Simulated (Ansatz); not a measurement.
## Co: one input, then a changed one

The structure comes from a relaxation in the same program, started in the diamond type. Whether it is a known phase or the ground state wasn't checked. The listed cell was then made from it by scaling, straining or moving an atom.

First run: DFT, PBE, all-electron PAW with datasets made for the crystal, scalar-relativistic (Ansatz 0.2.0).

Command: `ansatz run input.yaml --threads 1 --pin off --max-ram 3072MiB --backend cpu --events-out ev --progress --plain --runs-dir out` The run took about 33 s on 1 thread of a shared machine.

```yaml
crystal:
  lattice:
    - [0.0, 2.5890946815, 2.5890946815]
    - [2.5890946815, 0.0, 2.5890946815]
    - [2.5890946815, 2.5890946815, 0.0]
  atoms:
    - { symbol: Co, position: [0.0, 0.0, 0.0], spin: 2.0 }
    - { symbol: Co, position: [0.25, 0.25, 0.25], spin: 2.0 }
magnetization:
  spin_polarized: true
kpoints:
  mp_grid: { grid: [12, 12, 12] }
scf:
  occupations: { method: fermi_dirac, width: 0.05 }
hamiltonian:
  xc: pbe
  pseudopotentials: { kind: all_electron, datasets: crystal }
output:
  forces: true
  stress: true
  eigenvalues: true
  efg: { contact_densities: true }
```

Result: converged; pressure -5.16 GPa; moment 3.50 μB; 8 SCF iterations.

A second input differs as follows:

```diff
@@ -10,7 +10,8 @@
   spin_polarized: true
 kpoints:
-  mp_grid: { grid: [12, 12, 12] }
+  mp_grid: { grid: [12, 12, 12], kspacing: 0.3 }
 scf:
   occupations: { method: fermi_dirac, width: 0.05 }
+  max_iter: 50
 hamiltonian:
   xc: pbe
```

Task: What is wrong with it, and what does the program do?

Result: The fault is a mesh with a zero or a mesh and a spacing. The run refused before any iteration. The log ends:
```
Error: invalid value for `kpoints.mp_grid.kspacing`: mutually exclusive with `grid` — set one or the other
```
